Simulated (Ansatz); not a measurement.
# ZrSe2 (P-3m1) in Ansatz: a series of runs

The runs below take ZrSe2 through single point, equation of state, with PBEsol.

All numbers are computed with Ansatz 0.2.0; they aren't measurements. Logs are shortened: lines on timing, memory, paths and dates and some standing lists are left out, and cuts for length are marked.

### 1 Starting point

Symmetry: P-3m1, No. 164, trigonal system. The conventional cell has a = 3.798 Å, b = 3.798 Å, c = 6.192 Å, α = 90.00°, β = 90.00°, γ = 120.00°. Zr (site symmetry -3m) has 6 Se at 2.68 Å as nearest neighbours. Se (site symmetry 3m) has 3 Zr at 2.68 Å as nearest neighbours.

### 2 Single point, PBEsol, 24.24 Å³/atom (volume scaled by 0.94)

Contents of input.yaml:

```yaml
crystal:
  lattice:
    - [3.7204680409, 0.0, 0.0]
    - [-1.8602340205, 3.2220198374, 0.0]
    - [0.0, 0.0, 6.0655971852]
  atoms:
    - { symbol: Zr, position: [0.0, 0.0, 0.0] }
    - { symbol: Se, position: [0.6666666667, 0.3333333333, 0.75] }
    - { symbol: Se, position: [0.3333333333, 0.6666666667, 0.25] }
kpoints:
  mp_grid: { grid: [8, 8, 5] }
scf:
  occupations: { method: fermi_dirac, width: 0.05 }
hamiltonian:
  xc: pbesol
  pseudopotentials: { kind: all_electron, lapw: { basis_error: 0.002 } }
output:
  forces: true
  stress: true
  eigenvalues: true
```

Potentials or basis: all-electron LAPW, scalar-relativistic.

The run is started by

```sh
ansatz run input.yaml --threads 2 --pin off --max-ram 6144MiB --backend cpu --events-out ev --progress --plain --runs-dir out
```

Log:

```text
Warning: RAYON_NUM_THREADS=2 ignored (pool sized by the plan → 2); use --threads N
LAPW: plane waves up to 7.720 Å⁻¹, error target 2.0e-3 eV per atom; small_component_spin mean_spin; Se in spheres of 1.306 Å, 24 of its electrons in bands, Dirac shells []; Zr in spheres of 1.323 Å, 28 of its electrons in bands, Dirac shells [] (how accurate: hamiltonian.pseudopotentials.lapw.basis_error, Limitations)
Engine: ansatz 0.2.0, x86_64-unknown-linux-gnu
Pseudopotentials: kind: all_electron
Pseudopotential: Zr, LAPW, valence charge 28, lapw/all_electron/scalar/gaussian/Zr, Koelling and Harmon's equation, gaussian nucleus
Pseudopotential: Se, LAPW, valence charge 24, lapw/all_electron/scalar/gaussian/Se, Koelling and Harmon's equation, gaussian nucleus
Functional definition: PBEsol
  exchange = pbesol_x
  correlation = pbesol_c
Crystal: 3 atoms, lattice volume = 72.711 Å³
Basis set: ecut = 227.05548069965923 eV, 573 PW (Γ), exchange–correlation at level 2
Bands: 46, of which v1, the nominal top of the filled ones, is band 38 counted from 1 (37 counted from 0)
Symmetry: 12 space group operations
Space group: P-3m1 (ITA 164), of the structure as read, at distance tolerance 4.2e-5 Å
k-points: 40 of 320
Non-local potential: Zr, projectors of the file, none
Non-local potential: Se, projectors of the file, none
Initial density: superposition of atomic densities (chi_scale 0.1, normalization cell, long waves kept (reshape's long-wave potential 0.14 eV rms))
Initial wavefunctions: plane waves of lowest kinetic energy (no species holds an atomic orbital)
Functional: x = pbesol(κ = 0.804, μ = 0.12345679012345678), c = pbesol(β = 0.046)
iter 1 solved again at ethr=1.55e-3 eV; its pass at ethr=1.00e-1 eV (dr2=1.18e0 eV) is discarded
SCF iter   1: F=—  HF=-230037.940941 eV  |F-HF|=—  |Δ(HF+E_count)|=         —  Δρ=3.25e-2  dr2=1.18e0  ethr=1.55e-3  ⟨swp⟩=2.1  Hψ=11681  notcnv=0
preconditioner: auto → Resta (q_TF=auto, 2.748 Å⁻¹)  ε∞=3.9  [insulator: Δε(μ)=0.751 eV  Ē_g=10.231 eV  σ=0.050 eV  W_gap=1.00  n_scr=22 (ndim 8)  ℏωp=17.4 eV  f_vac=0.133  D(μ)=0.00/eV (n_scr^D=0)  ε∞_Penn≈3.9]
SCF iter   2: F=—  HF=-230037.587389 eV  |F-HF|=—  |Δ(HF+E_count)|=   3.54e-1  Δρ=1.53e-2  dr2=3.44e-1  ethr=1.55e-3  ⟨swp⟩=2.0  Hψ=5802  notcnv=0
SCF iter   3: F=—  HF=-230037.533018 eV  |F-HF|=—  |Δ(HF+E_count)|=   5.44e-2  Δρ=8.58e-3  dr2=8.45e-2  ethr=4.53e-4  ⟨swp⟩=2.5  Hψ=5813  notcnv=0
iter 4 solved again at ethr=7.24e-6 eV; its pass at ethr=1.11e-4 eV (dr2=5.50e-3 eV) is discarded
SCF iter   4: F=—  HF=-230037.517554 eV  |F-HF|=—  |Δ(HF+E_count)|=         —  Δρ=2.11e-3  dr2=5.50e-3  ethr=7.24e-6  ⟨swp⟩=2.0  Hψ=9272  notcnv=0
the basis was enlarged: its passes take 125.3 KiB over the memory plan, 2 of 2 planned eigensolver slots
SCF iter   5: F=—  HF=-230037.519149 eV  |F-HF|=—  |Δ(HF+E_count)|=   1.59e-3  Δρ=5.85e-4  dr2=4.08e-4  ethr=7.24e-6  ⟨swp⟩=2.0  Hψ=5488  notcnv=0
SCF iter   6: F=—  HF=-230037.519122 eV  |F-HF|=—  |Δ(HF+E_count)|=   2.72e-5  Δρ=2.71e-4  dr2=6.27e-5  ethr=5.37e-7  ⟨swp⟩=2.0  Hψ=5488  notcnv=0
SCF iter   7: F=—  HF=-230037.519172 eV  |F-HF|=—  |Δ(HF+E_count)|=   5.04e-5  Δρ=9.30e-5  dr2=1.02e-5  ethr=8.25e-8  ⟨swp⟩=3.0  Hψ=5652  notcnv=0
SCF iter   8: F=—  HF=-230037.519186 eV  |F-HF|=—  |Δ(HF+E_count)|=   1.38e-5  Δρ=2.22e-5  dr2=5.42e-7  ethr=1.34e-8  ⟨swp⟩=3.0  Hψ=5734  notcnv=0
SCF iter   9: F=-230037.519187 eV  HF=-230037.519187 eV  |F-HF|=2.43e-8  |Δ(HF+E_count)|=   8.21e-7  Δρ=7.32e-6  dr2=6.09e-8  ethr=7.13e-10  ⟨swp⟩=3.0  Hψ=5725  notcnv=0
SCF 1 converged in 9 iterations: F = -230037.519187 eV  dr2 = 6.09e-8
SCF converged after 9 iterations
Free energy (F): -230037.519187 eV
Harris-Foulkes:  -230037.519187 eV  (|F-HF|=2.43e-8)
Internal energy: -230037.518073 eV  (E = F + TS)
E sigma→0 (E₀):  -230037.518630 eV
Entropy (-TS):   -0.001113 eV (-0.371 meV/atom)
Fermi energy:    10.594625 eV
--- Per-component energies (eV) ---
  E_band       = -6640.892482
  E_kinetic    = 236374.254791
  E_xc         = -7756.915076
  E_electrostatic = -458654.857788  (all electrons and nuclei)
  E_smearing   = -0.001113  (= −TS)
  E_closure    = 0.000000  (closes the sum)
  E_atoms      = -230018.017893  (free atoms, spherical and without spin; not in F)
  Σ components = -230037.519187   (vs F -230037.519187, Δ=0.00e0)
  Basis errors (estimates in eV, not in F): energy 8.5e-4 per atom: plane waves 7.6e-4 (4.4e-4 summed), levels above the bands 6.4e-75, relativity 8.6e-8, radial functions 8.7e-5, core shells 3.2e-6; eigenvalues (radial functions only) 2.7e-6; not estimated: angular momenta, meshes, grids; target (lapw.basis_error) 2.0e-3; muffin-tin radii Se 1.306 Å, Zr 1.323 Å
--- Forces (eV/Å), atoms counted from 1 ---
  atom   1  Zr     0.00000000     0.00000000     0.00000000
  atom   2  Se    -0.00000000    -0.00000000    -0.80621442
  atom   3  Se     0.00000000     0.00000000     0.80621442
  max |Σ_I F_I| component: 1.39e-17 eV/Å
--- Stress (GPa, compression-positive) ---
        3.644390       0.000000       0.000000
        0.000000       3.644390       0.000000
        0.000000       0.000000       5.314065
  P = ⅓ Tr σ = 4.2009 GPa (42.009 kbar)
--- Band table (eV; the first three rows and the last of 40) ---
  k-point 0: bands = ["-301.3982", "-301.3982", "-301.3936", "-196.4604", "-196.4604", "-158.8363", "-158.8363", "-158.8339", "-158.8145", "-158.8145", "-136.1288", "-136.1288", "-136.1249", "-136.1249", "-136.1249", "-136.1249", "-38.7289", "-36.5743", "-36.5743", "-36.5742", "-36.5742", "-36.5673", "-36.5670", "-36.5644", "-36.5644", "-36.5642", "-36.5642", "-16.8692", "-16.7247", "-16.7247", "-3.0941", "-1.6344", "5.3977", "7.5181", "7.5181", "10.4336", "10.4336", "10.4572", "11.4625", "11.4625", "12.0289", "15.0406", "15.0406", "15.4113", "15.4464", "19.4666"]
  k-point 1: bands = ["-301.3982", "-301.3982", "-301.3936", "-196.4604", "-196.4604", "-158.8363", "-158.8363", "-158.8339", "-158.8145", "-158.8145", "-136.1288", "-136.1288", "-136.1249", "-136.1249", "-136.1249", "-136.1249", "-38.7289", "-36.5744", "-36.5744", "-36.5741", "-36.5741", "-36.5673", "-36.5670", "-36.5644", "-36.5644", "-36.5642", "-36.5642", "-16.8694", "-16.7247", "-16.7247", "-3.0126", "-1.7676", "5.7109", "7.5351", "7.5351", "9.6456", "10.3674", "10.3674", "11.4512", "11.4512", "12.3286", "15.1966", "15.1966", "15.5565", "16.0502", "19.5746"]
  k-point 2: bands = ["-301.3982", "-301.3982", "-301.3936", "-196.4604", "-196.4604", "-158.8363", "-158.8363", "-158.8339", "-158.8145", "-158.8145", "-136.1288", "-136.1288", "-136.1249", "-136.1249", "-136.1249", "-136.1249", "-38.7289", "-36.5745", "-36.5745", "-36.5740", "-36.5740", "-36.5672", "-36.5671", "-36.5645", "-36.5645", "-36.5641", "-36.5641", "-16.8697", "-16.7247", "-16.7247", "-2.8330", "-2.0267", "6.4464", "7.5635", "7.5635", "8.4323", "10.2641", "10.2641", "11.4319", "11.4319", "12.5136", "15.4667", "15.4667", "15.8745", "17.2050", "19.4025"]
  k-point 39: bands = ["-301.3982", "-301.3982", "-301.3936", "-196.4604", "-196.4604", "-158.8363", "-158.8363", "-158.8339", "-158.8145", "-158.8145", "-136.1288", "-136.1288", "-136.1249", "-136.1249", "-136.1249", "-136.1249", "-38.7150", "-36.5744", "-36.5743", "-36.5742", "-36.5686", "-36.5666", "-36.5666", "-36.5641", "-36.5640", "-36.5638", "-36.5637", "-16.9249", "-16.8563", "-16.8006", "-1.8405", "-1.6478", "6.1143", "6.4802", "7.2308", "7.8560", "8.2151", "8.6023", "11.9517", "12.8291", "12.9527", "15.0379", "15.9990", "17.3134", "18.2862", "18.7826"]
```

It took 16 s on 2 threads of Intel Xeon Platinum 8375C at 2.90GHz (Ice Lake), shared host; peak memory 0.45 GiB.

Results:

| Item | Value |
| --- | --- |
| Free energy | -230037.5192 eV |
| Pressure | 4.2 GPa |
| Largest force | 0.806 eV/Å |
| Band gap on the k mesh | 0.29 eV, indirect (least direct gap 1.01 eV) |

Caveat: an odd mesh through Γ misses points on the zone boundary, where band edges often lie; this functional lacks dispersion, which binds the layers, so the pressure and a relaxed spacing across them are unreliable.

### 3 Single point, PBEsol, 24.75 Å³/atom (volume scaled by 0.96)

input.yaml: that of step 2 with these lines changed.

```diff
@@ -2,5 +2,5 @@
   lattice:
-    - [3.7204680409, 0.0, 0.0]
-    - [-1.8602340205, 3.2220198374, 0.0]
-    - [0.0, 0.0, 6.0655971852]
+    - [3.7466693833, 0.0, 0.0]
+    - [-1.8733346917, 3.2447108656, 0.0]
+    - [0.0, 0.0, 6.1083140657]
   atoms:
```

Potentials or basis: all-electron LAPW, scalar-relativistic.

The run is started by

```sh
ansatz run input.yaml --threads 2 --pin off --max-ram 6144MiB --backend cpu --events-out ev --progress --plain --runs-dir out
```

Wall time 17 s (2 threads of Intel Xeon Platinum 8375C at 2.90GHz (Ice Lake), shared host); peak memory 0.45 GiB.

The run converged. Its results:

| Item | Value |
| --- | --- |
| Free energy | -230037.5499 eV |
| Pressure | 2.2 GPa |
| Largest force | 0.548 eV/Å |
| Band gap on the k mesh | 0.31 eV, indirect (least direct gap 1.01 eV) |

Caveat: an odd mesh through Γ misses points on the zone boundary, where band edges often lie; this functional lacks dispersion, which binds the layers, so the pressure and a relaxed spacing across them are unreliable.

### 4 Single point, PBEsol, 25.27 Å³/atom (volume scaled by 0.98)

input.yaml: that of step 3 with these lines changed.

```diff
@@ -2,5 +2,5 @@
   lattice:
-    - [3.7466693833, 0.0, 0.0]
-    - [-1.8733346917, 3.2447108656, 0.0]
-    - [0.0, 0.0, 6.1083140657]
+    - [3.7725092991, 0.0, 0.0]
+    - [-1.8862546495, 3.267088889, 0.0]
+    - [0.0, 0.0, 6.1504417008]
   atoms:
```

The run is started by

```sh
ansatz run input.yaml --threads 2 --pin off --max-ram 6144MiB --backend cpu --events-out ev --progress --plain --runs-dir out
```

Wall time 18 s (2 threads of Intel Xeon Platinum 8375C at 2.90GHz (Ice Lake), shared host); peak memory 0.45 GiB.

Results (log left out):

```
Free energy            : -230037.5625 eV
Pressure               : 0.4 GPa
Largest force          : 0.308 eV/Å
Band gap on the k mesh : 0.34 eV, indirect (least direct gap 1.02 eV)
```

Caveat: an odd mesh through Γ misses points on the zone boundary, where band edges often lie; this functional lacks dispersion, which binds the layers, so the pressure and a relaxed spacing across them are unreliable.

### 5 Single point, PBEsol, 25.78 Å³/atom

input.yaml: that of step 4 with these lines changed.

```diff
@@ -2,5 +2,5 @@
   lattice:
-    - [3.7725092991, 0.0, 0.0]
-    - [-1.8862546495, 3.267088889, 0.0]
-    - [0.0, 0.0, 6.1504417008]
+    - [3.798, 0.0, 0.0]
+    - [-1.899, 3.2891644836, 0.0]
+    - [0.0, 0.0, 6.192]
   atoms:
```

The run is started by

```sh
ansatz run input.yaml --threads 2 --pin off --max-ram 6144MiB --backend cpu --events-out ev --progress --plain --runs-dir out
```

It took 16 s on 2 threads of Intel Xeon Platinum 8375C at 2.90GHz (Ice Lake), shared host; peak memory 0.45 GiB.

It converged, with:

```
Free energy            : -230037.5586 eV
Pressure               : -1.2 GPa
Largest force          : 0.085 eV/Å
Band gap on the k mesh : 0.36 eV, indirect (least direct gap 1.02 eV)
```

Caveat: an odd mesh through Γ misses points on the zone boundary, where band edges often lie; this functional lacks dispersion, which binds the layers, so the pressure and a relaxed spacing across them are unreliable.

### 6 Single point, PBEsol, 26.30 Å³/atom (volume scaled by 1.02)

input.yaml: that of step 5 with these lines changed.

```diff
@@ -2,5 +2,5 @@
   lattice:
-    - [3.798, 0.0, 0.0]
-    - [-1.899, 3.2891644836, 0.0]
-    - [0.0, 0.0, 6.192]
+    - [3.8231530509, 0.0, 0.0]
+    - [-1.9115765255, 3.3109476647, 0.0]
+    - [0.0, 0.0, 6.2330078176]
   atoms:
```

Potentials or basis: all-electron LAPW, scalar-relativistic.

The run is started by

```sh
ansatz run input.yaml --threads 2 --pin off --max-ram 6144MiB --backend cpu --events-out ev --progress --plain --runs-dir out
```

Wall time 16 s (2 threads of Intel Xeon Platinum 8375C at 2.90GHz (Ice Lake), shared host); peak memory 0.44 GiB.

Results (log left out):

* Free energy: -230037.5400 eV
* Pressure: -2.6 GPa
* Largest force: 0.123 eV/Å
* Band gap on the k mesh: 0.38 eV, indirect (least direct gap 1.02 eV)

Caveat: an odd mesh through Γ misses points on the zone boundary, where band edges often lie; this functional lacks dispersion, which binds the layers, so the pressure and a relaxed spacing across them are unreliable.

### 7 Single point, PBEsol, 26.82 Å³/atom (volume scaled by 1.04)

input.yaml: that of step 6 with these lines changed.

```diff
@@ -2,5 +2,5 @@
   lattice:
-    - [3.8231530509, 0.0, 0.0]
-    - [-1.9115765255, 3.3109476647, 0.0]
-    - [0.0, 0.0, 6.2330078176]
+    - [3.8479794157, 0.0, 0.0]
+    - [-1.9239897079, 3.3324479273, 0.0]
+    - [0.0, 0.0, 6.2734830285]
   atoms:
```

The run is started by

```sh
ansatz run input.yaml --threads 2 --pin off --max-ram 6144MiB --backend cpu --events-out ev --progress --plain --runs-dir out
```

Wall time 17 s (2 threads of Intel Xeon Platinum 8375C at 2.90GHz (Ice Lake), shared host); peak memory 0.45 GiB.

Results (log left out):

```yaml
Free_energy: -230037.5080 eV
Pressure: -3.9 GPa
Largest_force: 0.316 eV/Å
Band_gap_on_the_k_mesh: 0.40 eV, indirect (least direct gap 1.02 eV)
```

Caveat: an odd mesh through Γ misses points on the zone boundary, where band edges often lie; this functional lacks dispersion, which binds the layers, so the pressure and a relaxed spacing across them are unreliable.

### 8 Single point, PBEsol, 27.33 Å³/atom (volume scaled by 1.06)

input.yaml: that of step 7 with these lines changed.

```diff
@@ -2,5 +2,5 @@
   lattice:
-    - [3.8479794157, 0.0, 0.0]
-    - [-1.9239897079, 3.3324479273, 0.0]
-    - [0.0, 0.0, 6.2734830285]
+    - [3.8724894996, 0.0, 0.0]
+    - [-1.9362447498, 3.3536742825, 0.0]
+    - [0.0, 0.0, 6.3134425964]
   atoms:
```

The run is started by

```sh
ansatz run input.yaml --threads 2 --pin off --max-ram 6144MiB --backend cpu --events-out ev --progress --plain --runs-dir out
```

It took 16 s on 2 threads of Intel Xeon Platinum 8375C at 2.90GHz (Ice Lake), shared host; peak memory 0.44 GiB.

The run converged. Its results:

| Quantity | Value |
| --- | --- |
| Free energy | -230037.4640 eV |
| Pressure | -5.1 GPa |
| Largest force | 0.495 eV/Å |
| Band gap on the k mesh | 0.42 eV, indirect (least direct gap 1.02 eV) |

Caveat: an odd mesh through Γ misses points on the zone boundary, where band edges often lie; this functional lacks dispersion, which binds the layers, so the pressure and a relaxed spacing across them are unreliable.

### 9 Equation of state, PBEsol

Potentials or basis: all-electron LAPW, scalar-relativistic.

No new run: the results of the series are fitted here.

What came out:

```yaml
Equilibrium_volume: 25.40 Å³/atom
Bulk_modulus_at_fixed_shape_and_positions: 81 GPa
Pressure_derivative_of_the_bulk_modulus: 4.1
```

Energy against volume, from the lowest point:
```csv
volume (Å³/atom),energy (meV/atom)
24.237,14.43
24.753,4.18
25.268,0.00
25.784,1.29
26.300,7.50
26.815,18.16
27.331,32.82
```

Caveat: the cell was scaled at fixed shape and fractional positions, which overstates the stiffness of a crystal with free parameters, most of all of layers and chains; this functional lacks dispersion, which binds the layers, so the pressure and a relaxed spacing across them are unreliable.
